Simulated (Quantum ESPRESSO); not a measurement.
# BeTe: zone-centre phonons and dielectric response under several settings

```
Te Be
1.0
     0.00000    2.77000    2.77000
     2.77000    0.00000    2.77000
     2.77000    2.77000    0.00000
Te Be
1 1
Direct
  0.75000 0.75000 0.75000
  0.00000 0.00000 0.00000
```

All runs used Quantum ESPRESSO 7.5; k mesh 4 × 4 × 4, shifted; relaxed cell; no spin polarisation; occupations smeared at first, fixed for the response.

```csv
level,potentials,cutoff (eV),volume (Å³/atom),pressure (GPa),lowest optical mode without the field (cm⁻¹),highest mode with the field (cm⁻¹),ε∞ (mean),ε0 (mean),Born charge of atom 1 (e),sum of the Born charges (e)
PBEsol,JTH 2.0 PBE,490,21.98,0.1,475,506,7.68,8.7,-1.33,-0.01
PBE,GBRV 1.5 PBE,925,22.77,0.0,460,493,7.59,8.7,-1.38,-0.03
LDA,GBRV 1.5 LDA,612,21.49,0.0,487,515,7.70,8.6,-1.27,-0.01
PBEsol,GBRV 1.5 PBEsol,612,?,0.0,?,?,?,?,?,?
```

**Question.** What stands in the row left open?

**Answer.** Volume 22.07 Å³/atom; lowest optical mode without the field 475 cm⁻¹; highest mode with the field 505 cm⁻¹; ε∞ 7.73; ε0 8.8; Born charge of atom 1 -1.33 e; sum of the Born charges -0.02 e.

Caveats: the potentials were made for another functional, which shifts forces and pressure (some runs); the cutoff is low for these files, which shifts pressure and relaxed volume (some runs).

For the row left open. Caveat: the k mesh is coarse.
